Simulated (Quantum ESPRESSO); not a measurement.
# C (Fd-3m) in Quantum ESPRESSO: a series of runs, part 2 of 2

Quantum ESPRESSO 7.5. Earlier steps stand in the parts before.

### 4 Single point, rev-vdW-DF2, 5.56 Å³/atom

pw.in

```
&CONTROL
  calculation = 'scf'
  prefix = 'pwscf'
  outdir = './tmp'
  pseudo_dir = './pseudo'
  tprnfor = .true.
  tstress = .true.
  disk_io = 'nowf'
/
&SYSTEM
  ibrav = 0
  nat = 2
  ntyp = 1
  ecutwfc = 82
  nbnd = 9
  input_dft = 'vdw-df2-b86r'
  occupations = 'smearing'
  smearing = 'fd'
  degauss = 0.00367493
/
&ELECTRONS
  conv_thr = 4d-10
  electron_maxstep = 120
  mixing_beta = 0.5
/
ATOMIC_SPECIES
C     12.0110 C.upf
CELL_PARAMETERS angstrom
   0.0000000000    1.7714007132    1.7714007132
   1.7714007132    0.0000000000    1.7714007132
   1.7714007132    1.7714007132    0.0000000000
ATOMIC_POSITIONS crystal
C      0.7500000000    0.7500000000    0.7500000000
C      0.5000000000    0.5000000000    0.5000000000
K_POINTS automatic
13 13 13 0 0 0
```

On the command line:

```
OMP_NUM_THREADS=1 pw.x -in pw.in > pw.out
```

It took 71 s on 1 thread of Arm Neoverse V1, shared host; peak memory 0.06 GiB.

It converged, with:

| Item | Value |
| --- | --- |
| Free energy | -328.2555 eV |
| Pressure | 11.4 GPa |
| Band gap on the k mesh | 4.24 eV, indirect (least direct gap 5.69 eV) |

Caveat: the potentials were made for another functional, which shifts forces and pressure; an odd mesh through Γ misses points on the zone boundary, where band edges often lie.

### 5 Single point, rev-vdW-DF2, 5.67 Å³/atom

pw.in: that of step 4 with these lines changed.

```diff
@@ -28,5 +28,5 @@
 CELL_PARAMETERS angstrom
-   0.0000000000    1.7714007132    1.7714007132
-   1.7714007132    0.0000000000    1.7714007132
-   1.7714007132    1.7714007132    0.0000000000
+   0.0000000000    1.7833700000    1.7833700000
+   1.7833700000    0.0000000000    1.7833700000
+   1.7833700000    1.7833700000    0.0000000000
 ATOMIC_POSITIONS crystal
```

On the command line:

```
OMP_NUM_THREADS=1 pw.x -in pw.in > pw.out
```

Run time: 70 s. Hardware: 1 thread of Arm Neoverse V1, shared host; peak memory 0.06 GiB.

The run converged. Its results:

| Item | Value |
| --- | --- |
| Free energy | -328.2653 eV |
| Pressure | 2.2 GPa |
| Band gap on the k mesh | 4.19 eV, indirect (least direct gap 5.64 eV) |

Caveat: the potentials were made for another functional, which shifts forces and pressure; an odd mesh through Γ misses points on the zone boundary, where band edges often lie.

### 6 Single point, rev-vdW-DF2, 5.79 Å³/atom

pw.in: that of step 5 with these lines changed.

```diff
@@ -28,5 +28,5 @@
 CELL_PARAMETERS angstrom
-   0.0000000000    1.7833700000    1.7833700000
-   1.7833700000    0.0000000000    1.7833700000
-   1.7833700000    1.7833700000    0.0000000000
+   0.0000000000    1.7951807415    1.7951807415
+   1.7951807415    0.0000000000    1.7951807415
+   1.7951807415    1.7951807415    0.0000000000
 ATOMIC_POSITIONS crystal
```

Potentials or basis: PseudoDojo 0.4.1 SR PBE standard.

On the command line:

```
OMP_NUM_THREADS=1 pw.x -in pw.in > pw.out
```

Wall time 70 s (1 thread of Arm Neoverse V1, shared host); peak memory 0.06 GiB.

The run converged. Its results:

```
Free energy            : -328.2626 eV
Pressure               : -6.3 GPa
Band gap on the k mesh : 4.14 eV, indirect (least direct gap 5.58 eV)
```

Caveat: the potentials were made for another functional, which shifts forces and pressure; an odd mesh through Γ misses points on the zone boundary, where band edges often lie.

### 7 Single point, rev-vdW-DF2, 5.90 Å³/atom

pw.in: that of step 6 with these lines changed.

```diff
@@ -28,5 +28,5 @@
 CELL_PARAMETERS angstrom
-   0.0000000000    1.7951807415    1.7951807415
-   1.7951807415    0.0000000000    1.7951807415
-   1.7951807415    1.7951807415    0.0000000000
+   0.0000000000    1.8068380860    1.8068380860
+   1.8068380860    0.0000000000    1.8068380860
+   1.8068380860    1.8068380860    0.0000000000
 ATOMIC_POSITIONS crystal
```

On the command line:

```
OMP_NUM_THREADS=1 pw.x -in pw.in > pw.out
```

Run time: 69 s. Hardware: 1 thread of Arm Neoverse V1, shared host; peak memory 0.06 GiB.

The run converged. Its results:

| Quantity | Value |
| --- | --- |
| Free energy | -328.2485 eV |
| Pressure | -14.0 GPa |
| Band gap on the k mesh | 4.10 eV, indirect (least direct gap 5.52 eV) |

Caveat: the potentials were made for another functional, which shifts forces and pressure; an odd mesh through Γ misses points on the zone boundary, where band edges often lie.

### 8 Single point, rev-vdW-DF2, 6.01 Å³/atom

pw.in: that of step 7 with these lines changed.

```diff
@@ -28,5 +28,5 @@
 CELL_PARAMETERS angstrom
-   0.0000000000    1.8068380860    1.8068380860
-   1.8068380860    0.0000000000    1.8068380860
-   1.8068380860    1.8068380860    0.0000000000
+   0.0000000000    1.8183469191    1.8183469191
+   1.8183469191    0.0000000000    1.8183469191
+   1.8183469191    1.8183469191    0.0000000000
 ATOMIC_POSITIONS crystal
```

On the command line:

```
OMP_NUM_THREADS=1 pw.x -in pw.in > pw.out
```

Run time: 68 s. Hardware: 1 thread of Arm Neoverse V1, shared host; peak memory 0.06 GiB.

Results (log left out):

```yaml
Free_energy: -328.2240 eV
Pressure: -20.9 GPa
Band_gap_on_the_k_mesh: 4.05 eV, indirect (least direct gap 5.47 eV)
```

Caveat: the potentials were made for another functional, which shifts forces and pressure; an odd mesh through Γ misses points on the zone boundary, where band edges often lie.

### 9 Equation of state, rev-vdW-DF2

Potentials or basis: PseudoDojo 0.4.1 SR PBE standard.

This step only gathers the single runs of the series.

Results:

```yaml
Equilibrium_volume: 5.70 Å³/atom
Bulk_modulus: 433 GPa
Pressure_derivative_of_the_bulk_modulus: 3.7
```

Energy against volume, from the lowest point:
| volume (Å³/atom) | energy (meV/atom) |
| --- | --- |
| 5.332 | 36.05 |
| 5.445 | 16.71 |
| 5.558 | 4.91 |
| 5.672 | 0.00 |
| 5.785 | 1.35 |
| 5.899 | 8.40 |
| 6.012 | 20.65 |

Caveat: the potentials were made for another functional, which shifts forces and pressure.

### 10 Comparison with measurements

Step 9. Against the measured bulk modulus of C, 442 GPa (quoted in “Equation of state of cubic boron nitride at high pressures and temperatures”, 2007, arxiv:cond-mat/0702656), the calculated 433 GPa is off by -2.0 %. 3 values of this kind are on record (442 to 444.8 GPa); this one was drawn at random among those near their median, those with a stated uncertainty first. The fit is for a static lattice scaled at fixed shape and fixed fractional positions.
